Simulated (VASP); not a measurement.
# TiO2 (Anatase) (I4_1/amd) in VASP: a series of runs

The runs below take TiO2 (Anatase) through relaxation of cell and atoms, with PBE, r2SCAN.

Program: VASP 6.6.1. These are calculated values, not measurements. Logs are shortened: lines on timing, memory, paths and dates and some standing lists are left out, and cuts for length are marked.

## 1. Starting point

Symmetry: I4_1/amd, No. 141, tetragonal system. The conventional cell has a = 3.784 Å, b = 3.784 Å, c = 9.515 Å, α = 90.00°, β = 90.00°, γ = 90.00°. Ti (site symmetry -4m2) has 6 O at 1.93 to 1.98 Å as nearest neighbours. O (site symmetry 2mm) has 3 Ti at 1.93 to 1.98 Å as nearest neighbours.

## 2. Relaxation of cell and atoms, PBE

The input, INCAR:

```
SYSTEM = TiO2
PREC = Accurate ; ENCUT = 600
EDIFF = 1E-6 ; ISMEAR = 0
SIGMA = 0.03 ; LREAL = .FALSE.
LASPH = .TRUE. ; NELM = 80
ALGO = Normal ; ISIF = 3
LWAVE = .FALSE. ; LCHARG = .FALSE.
GGA = PE ; IBRION = 2
NSW = 90 ; EDIFFG = -0.01
KPAR = 2
```

The input, KPOINTS:

```
regular mesh
0
G
  10 10 10
  0 0 0
```

The input, POSCAR:

```
TiO2
1.0
   -1.8921000000      1.8921000000      4.7573000000
    1.8921000000     -1.8921000000      4.7573000000
    1.8921000000      1.8921000000     -4.7573000000
Ti O
2 4
Direct
    0.0000000000      0.0000000000      0.0000000000
    0.7500000000      0.2500000000      0.5000000000
    0.2081000000      0.2081000000      0.0000000000
    0.9581000000      0.4581000000      0.5000000000
    0.5419000000      0.0419000000      0.5000000000
    0.7919000000      0.7919000000      0.0000000000
```

Potentials or basis: VASP PAW PBE potentials, release 64 (Ti_sv, O).

Launch:

```
cat potpaw_PBE.64/Ti_sv/POTCAR potpaw_PBE.64/O/POTCAR > POTCAR
mpirun -np 2 vasp_std > vasp.out
```

OUTCAR:

```text
SYSTEM = TiO2
   PREC = Accurate
   ENCUT = 600
   EDIFF = 1E-6
   ISMEAR = 0
   LREAL = .FALSE.
   LASPH = .TRUE.
   NELM = 80
   ISIF = 3
   GGA = PE
   IBRION = 2
   NSW = 90
   EDIFFG = -0.01

 ion  position               nearest neighbor table
   1  0.000  0.000  0.000-   5 1.93   4 1.93   5 1.93   4 1.93   3 1.98   6 1.98
   2  0.750  0.250  0.500-   6 1.93   3 1.93   6 1.93   3 1.93   4 1.98   5 1.98
   3  0.208  0.208  0.000-   2 1.93   2 1.93   1 1.98
   4  0.958  0.458  0.500-   1 1.93   1 1.93   2 1.98
   5  0.542  0.042  0.500-   1 1.93   1 1.93   2 1.98
   6  0.792  0.792  0.000-   2 1.93   2 1.93   1 1.98

  LATTYP: Found a body centered tetragonal cell.
 ALAT       =     3.7842000000
 C/A-ratio  =     2.5142962846

  Lattice vectors:

 A1 = (  -1.8921000000,   1.8921000000,   4.7573000000)
 A2 = (   1.8921000000,  -1.8921000000,   4.7573000000)
 A3 = (   1.8921000000,   1.8921000000,  -4.7573000000)

Analysis of symmetry for initial positions (statically):
=====================================================================
 Subroutine PRICEL returns:
 Original cell was already a primitive cell.

 Routine SETGRP: Setting up the symmetry group for a
 body centered tetragonal supercell.

 Subroutine GETGRP returns: Found 16 space group operations
 (whereof  8 operations were pure point group operations)
 out of a pool of 16 trial point group operations.

The static configuration has the point symmetry D_2d.
 The point group associated with its full space group is D_4h.

Analysis of symmetry for dynamics (positions and initial velocities):
=====================================================================
 Subroutine PRICEL returns:
 Original cell was already a primitive cell.

 Routine SETGRP: Setting up the symmetry group for a
 body centered tetragonal supercell.

 Subroutine GETGRP returns: Found 16 space group operations
 (whereof  8 operations were pure point group operations)
 out of a pool of 16 trial point group operations.

The dynamic configuration has the point symmetry D_2d.
 The point group associated with its full space group is D_4h.

 Subroutine INISYM returns: Found 16 space group operations
 (whereof  8 operations are pure point group operations),
 and found     1 'primitive' translations

----------------------------------------------------------------------------------------

                                     Primitive cell

  volume of cell :      68.1253

  direct lattice vectors                    reciprocal lattice vectors
    -1.892100000  1.892100000  4.757300000     0.000000000  0.264256646  0.105101633
     1.892100000 -1.892100000  4.757300000     0.264256646  0.000000000  0.105101633
     1.892100000  1.892100000 -4.757300000     0.264256646  0.264256646  0.000000000

  length of vectors
     5.458203744  5.458203744  5.458203744     0.284390450  0.284390450  0.373715333

  position of ions in fractional coordinates (direct lattice)
     0.000000000  0.000000000  0.000000000
     0.750000000  0.250000000  0.500000000
     0.208100000  0.208100000  0.000000000
     0.958100000  0.458100000  0.500000000
     0.541900000  0.041900000  0.500000000
     0.791900000  0.791900000  0.000000000

  ion indices of the primitive-cell ions
   primitive index   ion index
                 1           1
                 2           2
                 3           3
                 4           4
                 5           5
                 6           6

----------------------------------------------------------------------------------------

 KPOINTS: regular mesh

Automatic generation of k-mesh.
 Grid dimensions read from file:
 generate k-points for:   10   10   10

 Generating k-lattice:

  Cartesian coordinates                     Fractional coordinates (reciprocal lattice)
     0.000000000  0.026425665  0.010510163     0.100000000  0.000000000  0.000000000
     0.026425665  0.000000000  0.010510163     0.000000000  0.100000000  0.000000000
     0.026425665  0.026425665  0.000000000     0.000000000  0.000000000  0.100000000

  Length of vectors
     0.028439045  0.028439045  0.037371533

  Shift w.r.t. Gamma in fractional coordinates (k-lattice)
     0.000000000  0.000000000  0.000000000

 Subroutine IBZKPT returns following result:
 ===========================================

 Found    102 irreducible k-points:

 Following reciprocal coordinates:
            Coordinates               Weight
  0.000000  0.000000  0.000000      1.000000
  0.100000 -0.000000  0.000000      8.000000
  0.200000 -0.000000  0.000000      8.000000
  0.300000 -0.000000  0.000000      8.000000
  0.400000  0.000000  0.000000      8.000000
  0.500000  0.000000  0.000000      4.000000
[... 16 lines left out ...]
  0.300000  0.300000  0.000000      8.000000
  0.400000  0.300000  0.000000     16.000000
 [... further k-points ...]
   k-points           NKPTS =    102   k-points in BZ     NKDIM =    102   number of bands    NBANDS=     28
   number of dos      NEDOS =    301   number of ions     NIONS =      6
   total plane-waves  NPLWV = 110592
   dimension x,y,z NGX =    48 NGY =   48 NGZ =   48
   dimension x,y,z NGXF=    96 NGYF=   96 NGZF=   96
   ions per type =               2   4
   NGX,Y,Z   is equivalent  to a cutoff of  14.62, 14.62, 14.62 a.u.
   NGXF,Y,Z  is equivalent  to a cutoff of  29.24, 29.24, 29.24 a.u.
 SYSTEM =  TiO2
   PREC   = accura    normal or accurate (medium, high low for compatibility)
   ISTART =      0    job   : 0-new  1-cont  2-samecut
   ICHARG =      2    charge: 1-file 2-atom 10-const
   ISPIN  =      1    spin polarized calculation?
   LNONCOLLINEAR =      F non collinear calculations
   LSORBIT =      F    spin-orbit coupling
   LASPH  =      T    aspherical Exc in radial PAW
   ENCUT  =  600.0 eV  44.10 Ry    6.64 a.u.  10.90 10.90 10.90*2*pi/ulx,y,z
   NELM   =     80;   NELMIN=  2; NELMDL= -5     # of ELM steps
   EDIFF  = 0.1E-05   stopping-criterion for ELM
   LREAL  =      F    real-space projection
   EDIFFG = -.1E-01   stopping-criterion for IOM
   NSW    =     90    number of steps for IOM
   IBRION =      2    ionic relax: 0-MD 1-quasi-New 2-CG
   NFREE  =      1    steps in history (QN), initial steepest desc. (CG)
   ISIF   =      3    stress and relaxation
   ISYM   =      2    0-nonsym 1-usesym 2-fastsym
   POTIM  = 0.5000    time-step for ionic-motion
   TEBEG  =    0.0;   TEEND  =   0.0 temperature during run
   PSTRESS=    0.0 pullay stress
   NELECT =      48.0000    total number of electrons
   NUPDOWN=      -1.0000    fix difference up-down
   EMIN   =  10.00;   EMAX   =-10.00  energy-range for DOS
   EFERMI =   0.00;   METHOD = LEGACY
   ISMEAR =     0;   SIGMA  =   0.03  broadening in eV -4-tet -1-fermi 0-gaus
   EFERMI_NEDOS =   21; number of points for ismear=-14 and -15
   IALGO  =     38    algorithm
   IMIX   =      4    mixing-type and parameters
     AMIX     =   0.40;   BMIX     =  1.00
     AMIX_MAG =   1.60;   BMIX_MAG =  1.00
  volume/ion in A,a.u.               =      11.35        76.62
  Fermi-wavevector in a.u.,A,eV,Ry     =   1.456752  2.752862 28.873289  2.122127
  Thomas-Fermi vector in A             =   2.573634
   LORBIT       =      0    0 simple, 1 ext, 2 COOP (PROOUT), +10 PAW based schemes
   GGA     = PE    functional components
   LHFCALC =     F    Hartree Fock is set to
   AEXX    =    0.0000 exact exchange contribution
   IVDW    =     0    specifies the selected vdW correction
   LEPSILON=     F    determine dielectric tensor
   LRPA    =     F    only Hartree local field effects (RPA)
 conjugate gradient relaxation of ions
 non-spin polarized calculation
 Gauss-broadening in eV      SIGMA  =   0.03
  energy-cutoff  :      600.00
  volume of cell :       68.13
 maximum number of plane-waves:      2300
 NGX is ok and might be reduce to    48
   NGX = 21   NGY = 21   NGZ = 21

--------------------------------------- Ionic step        1  -------------------------------------------

 number of electron      47.9999997 magnetization

 Free energy of the ion-electron system (eV)
  ---------------------------------------------------
  ext. energy  EPLUGINS =         0.00000000
  ---------------------------------------------------
  free energy    TOTEN  =       -53.83472548 eV

  energy without entropy =      -53.83472548  energy(sigma->0) =      -53.83472548

------------------------ aborting loop because EDIFF is reached ----------------------------------------

  FORCE on cell =-STRESS in cart. coord.  units (eV):
  Direction    XX          YY          ZZ          XY          YZ          ZX
  --------------------------------------------------------------------------------------
  -------------------------------------------------------------------------------------
  Total        2.2240641      2.2240641      2.8117560      0.0000000      0.0000000      0.0000000
  in kB       52.3057189     52.3057189     66.1271059      0.0000000      0.0000000      0.0000000
  external PRESSURE =      56.9128479 kB  Pullay stress =       0.0000000 kB
[... 101 lines left out ...]
  FREE ENERGIE OF THE ION-ELECTRON SYSTEM (eV)
  ---------------------------------------------------
  free  energy   TOTEN  =       -53.8654694275 eV

  energy  without entropy=      -53.8654694275  energy(sigma->0) =      -53.86546943

[... ionic steps 4 to 7 ...]

--------------------------------------- Ionic step        8  -------------------------------------------

 number of electron      47.9999999 magnetization

------------------------ aborting loop because EDIFF is reached ----------------------------------------
[... 75 lines left out ...]
--------------------------------------- Ionic step       10  -------------------------------------------

 number of electron      47.9999998 magnetization

 Free energy of the ion-electron system (eV)
  ---------------------------------------------------
  ext. energy  EPLUGINS =         0.00000000
  ---------------------------------------------------
  free energy    TOTEN  =       -53.86893187 eV

  energy without entropy =      -53.86893187  energy(sigma->0) =      -53.86893187

 E-fermi :   3.2813     XC(G=0): -10.5821

 val. band max:        3.1237767632   @ k =  -0.4000   0.4000   0.0000
 cond. band min:       5.2292264083   @ k =   0.0000   0.0000   0.0000
 fundamental gap:      2.1054496451
 Fermi energy:         3.2812592485

 k-point     1 :       0.0000    0.0000    0.0000
  band No.  band energies     occupation
      1     -53.3433      2.00000
      2     -53.2928      2.00000
      3     -29.7690      2.00000
      4     -29.5526      2.00000
      5     -29.5526      2.00000
      6     -29.4917      2.00000
[... 733 lines left out ...]
     27       6.5404      0.00000
     28       6.6959      0.00000

 [... further k-points ...]

------------------------ aborting loop because EDIFF is reached ----------------------------------------

  FORCE on cell =-STRESS in cart. coord.  units (eV):
  Direction    XX          YY          ZZ          XY          YZ          ZX
  --------------------------------------------------------------------------------------
  -------------------------------------------------------------------------------------
  Total        0.0228666      0.0228666     -0.0046578      0.0000000     -0.0000000      0.0000000
  in kB        0.5223458      0.5223458     -0.1063998      0.0000000     -0.0000000      0.0000000
  external PRESSURE =       0.3127639 kB  Pullay stress =       0.0000000 kB
[... 21 lines left out ...]
  FREE ENERGIE OF THE ION-ELECTRON SYSTEM (eV)
  ---------------------------------------------------
  free  energy   TOTEN  =       -53.8689318712 eV

  energy  without entropy=      -53.8689318712  energy(sigma->0) =      -53.86893187

 reached required accuracy - stopping structural energy minimisation
```

Run time: 14 min. Hardware: 2 MPI ranks of Intel Xeon Platinum 8488C (Sapphire Rapids), shared host; peak memory 0.47 GiB.

What came out:

* Free energy: -53.8689 eV
* Relaxed volume: 11.69 Å³/atom
* Relaxed cell: a = 5.548 Å, b = 5.548 Å, c = 5.548 Å, α = 139.92°, β = 139.92°, γ = 57.97°
* Space group after relaxing (to 0.05 Å): I4_1/amd (No. 141)
* Energy gained by relaxing: 5.7 meV/atom
* Ionic steps: 10
* Pressure after relaxing: 0.0 GPa
* Largest force after relaxing: 0.007 eV/Å
* Band gap on the k mesh: 2.11 eV, indirect (least direct gap 2.40 eV)

Forces in eV/Å, atoms in the order of the input:
```
Ti   0.000  0.000  0.000
Ti   0.000  0.000  0.000
O    0.000  0.000 -0.007
O    0.000  0.000 -0.007
O    0.000  0.000  0.007
O    0.000  0.000  0.007
```

Step by step:
```csv
step,energy change (eV),largest force (eV/Å),pressure (GPa),volume (Å³)
1,0.0000,0.1231,5.69,68.13
2,0.0193,0.3205,-6.32,72.18
3,-0.0307,0.0862,0.04,69.86
4,-0.0307,0.0821,0.11,69.83
5,-0.0317,0.0438,0.12,69.91
6,-0.0323,0.0071,0.05,70.01
7,-0.0330,0.0001,-0.08,70.08
8,-0.0339,0.0215,-0.45,70.27
9,-0.0341,0.0026,0.30,70.06
10,-0.0342,0.0066,0.03,70.14
```

Final structure:
```cif
data_structure
_symmetry_space_group_name_H-M 'P 1'
_symmetry_Int_Tables_number 1
_cell_length_a 5.5477
_cell_length_b 5.5477
_cell_length_c 5.5477
_cell_angle_alpha 139.925
_cell_angle_beta 139.925
_cell_angle_gamma 57.968
_cell_volume 70.14
loop_
_atom_site_label
_atom_site_type_symbol
_atom_site_fract_x
_atom_site_fract_y
_atom_site_fract_z
_atom_site_occupancy
Ti1 Ti 0.00000 0.00000 0.00000 1
Ti2 Ti 0.75000 0.25000 0.50000 1
O1 O 0.20657 0.20657 0.00000 1
O2 O 0.95657 0.45657 0.50000 1
O3 O 0.54343 0.04343 0.50000 1
O4 O 0.79343 0.79343 0.00000 1
```

A k mesh can miss the band edges. Zero-point motion and thermal expansion aren't in these numbers.

## 3. Relaxation of cell and atoms, PBE

This run uses another cell than the first one, of 11.69 Å³/atom, 1.030 times its volume.

The input, INCAR:

```
SYSTEM = TiO2
PREC = Accurate ; ENCUT = 600
EDIFF = 1E-7 ; ISMEAR = 0
SIGMA = 0.03 ; LREAL = .FALSE.
LASPH = .TRUE. ; NELM = 80
ALGO = Normal ; ISIF = 3
LWAVE = .FALSE. ; LCHARG = .FALSE.
GGA = PE ; IBRION = 2
NSW = 90 ; EDIFFG = -0.005
KPAR = 2
```

KPOINTS is that of step 2.

The input, POSCAR:

```
TiO2                                    
1.0
   -1.9008488229      1.9008488229      4.8528819374
    1.9008488229     -1.9008488229      4.8528819374
    1.9008488229      1.9008488229     -4.8528819374
  Ti              O             
     2     4
Direct
     0.0000000000000000    0.0000000000000000    0.0000000000000000
     0.7500000000000000    0.2500000000000000    0.5000000000000000
     0.2065680606093190    0.2065680606093190    0.0000000000000000
     0.9565680606093189    0.4565680606093190    0.5000000000000000
     0.5434319393906811    0.0434319393906810    0.5000000000000000
     0.7934319393906811    0.7934319393906811    0.0000000000000000
```

Potentials or basis: VASP PAW PBE potentials, release 64 (Ti_sv, O).

Launch:

```
cat potpaw_PBE.64/Ti_sv/POTCAR potpaw_PBE.64/O/POTCAR > POTCAR
mpirun -np 2 vasp_std > vasp.out
```

It took 4.7 min on 2 MPI ranks of Intel Xeon Platinum 8488C (Sapphire Rapids), shared host; peak memory 0.46 GiB.

It converged, with:

| Quantity | Value |
| --- | --- |
| Free energy | -53.8739 eV |
| Relaxed volume | 11.69 Å³/atom |
| Relaxed cell | a = 5.547 Å, b = 5.547 Å, c = 5.547 Å, α = 139.92°, β = 139.92°, γ = 57.98° |
| Space group after relaxing (to 0.05 Å) | I4_1/amd (No. 141) |
| Energy gained by relaxing | 0.0 meV/atom |
| Ionic steps | 3 |
| Pressure after relaxing | 0.0 GPa |
| Band gap on the k mesh | 2.11 eV, indirect (least direct gap 2.40 eV) |

Final structure:
```
CELL_PARAMETERS angstrom
-1.90084 1.90084 4.85206
1.90084 -1.90084 4.85206
1.90084 1.90084 -4.85206
ATOMIC_POSITIONS crystal
Ti 0.00000 0.00000 0.00000
Ti 0.75000 0.25000 0.50000
O 0.20655 0.20655 0.00000
O 0.95655 0.45655 0.50000
O 0.54345 0.04345 0.50000
O 0.79345 0.79345 0.00000
```

Levels at points of the mesh, in eV from the valence-band top:
```tsv
k point	band 22	band 23	band 24	band 25	band 26	band 27
(0.00, 0.00, 0.00)	-0.78	-0.41	-0.41	2.11	2.77	3.95
(0.50, 0.00, 0.00)	-0.87	-0.85	-0.64	3.18	3.45	3.50
(0.50, 0.50, 0.00)	-1.97	-0.04	-0.04	3.21	3.21	3.67
(0.50, 0.50, 0.50)	-1.23	-0.10	-0.10	2.43	2.43	3.68
```

A k mesh can miss the band edges.

## 4. Relaxation of cell and atoms, r2SCAN

The input, INCAR:

```
PREC = Accurate ; ENCUT = 600
EDIFF = 1E-6 ; ISMEAR = 0
SIGMA = 0.03 ; LREAL = F
LASPH = T ; NELM = 80
ALGO = Normal ; ISIF = 3
LWAVE = F ; LCHARG = F
METAGGA = R2SCAN ; LMIXTAU = T
IBRION = 2 ; NSW = 90
EDIFFG = -0.01 ; KPAR = 2
```

The input, KPOINTS:

```
regular mesh
0
Gamma
  10 10 10
```

The input, POSCAR:

```
TiO2
1.0
   -1.8921000000      1.8921000000      4.7573000000
    1.8921000000     -1.8921000000      4.7573000000
    1.8921000000      1.8921000000     -4.7573000000
Ti O
2 4
Direct
    0.0000000000      0.0000000000      0.0000000000
    0.7500000000      0.2500000000      0.5000000000
    0.2081000000      0.2081000000      0.0000000000
    0.9581000000      0.4581000000      0.5000000000
    0.5419000000      0.0419000000      0.5000000000
    0.7919000000      0.7919000000      0.0000000000
```

Launch:

```
cat potpaw_PBE.64/Ti_sv/POTCAR potpaw_PBE.64/O/POTCAR > POTCAR
mpirun -np 2 vasp_std > vasp.out
```

Run time: 46 min. Hardware: 2 MPI ranks of Intel Xeon Platinum 8488C (Sapphire Rapids), shared host; peak memory 0.49 GiB.

Results (log left out):

* Free energy: -69.8698 eV
* Relaxed volume: 11.44 Å³/atom
* Relaxed cell: a = 5.483 Å, b = 5.483 Å, c = 5.483 Å, α = 139.58°, β = 139.58°, γ = 58.50°
* Space group after relaxing (to 0.05 Å): I4_1/amd (No. 141)
* Energy gained by relaxing: 0.5 meV/atom
* Ionic steps: 6
* Pressure after relaxing: 0.0 GPa
* Largest force after relaxing: 0.005 eV/Å
* Band gap on the k mesh: 2.54 eV, indirect (least direct gap 2.88 eV)

Forces on the atoms (eV/Å):
```
Ti   0.000  0.000  0.000
Ti   0.000  0.000  0.000
O    0.000  0.000 -0.005
O    0.000  0.000 -0.005
O    0.000  0.000  0.005
O    0.000  0.000  0.005
```

Stress tensor (GPa, compression positive):
```
-0.10  0.00  0.00
 0.00 -0.10  0.00
 0.00  0.00  0.09
```

The path:
```
step  energy change (eV)  largest force (eV/Å)  pressure (GPa)  volume (Å³)
   1              0.0000                0.0382            1.54        68.13
   2              0.0024                0.1178           -2.12        69.21
   3             -0.0023                0.0271            0.02        68.56
   4             -0.0023                0.0285           -0.03        68.57
   5             -0.0024                0.0233           -0.01        68.59
   6             -0.0027                0.0054           -0.04        68.65
```

Final structure:
```yaml
crystal:
  lattice:
    - [-1.89422, 1.89422, 4.78352]
    - [1.89422, -1.89422, 4.78352]
    - [1.89422, 1.89422, -4.78352]
  atoms:
    - { symbol: Ti, position: [0.00000, 0.00000, 0.00000] }
    - { symbol: Ti, position: [0.75000, 0.25000, 0.50000] }
    - { symbol: O, position: [0.20770, 0.20770, 0.00000] }
    - { symbol: O, position: [0.95770, 0.45770, 0.50000] }
    - { symbol: O, position: [0.54230, 0.04230, 0.50000] }
    - { symbol: O, position: [0.79230, 0.79230, 0.00000] }
```

Levels at points of the mesh, in eV from the valence-band top:
```
           k point  band 20  band 21  band 22  band 23  band 24  band 25  band 26  band 27  band 28
(0.00, 0.00, 0.00)    -0.82    -0.79    -0.79    -0.47    -0.47     2.54     3.26     4.41     4.41
(0.50, 0.00, 0.00)    -2.00    -1.94    -0.95    -0.88    -0.67     3.65     3.94     3.97     4.04
(0.50, 0.50, 0.00)    -2.71    -2.07    -2.07    -0.03    -0.03     3.73     3.73     4.19     4.19
(0.50, 0.50, 0.50)    -1.39    -1.29    -1.29    -0.12    -0.12     2.89     2.89     4.19     4.19
```

Caveat: the PAW data sets were made with another functional, which shifts forces and pressure a little.

(Continued in part 2 of 2.)
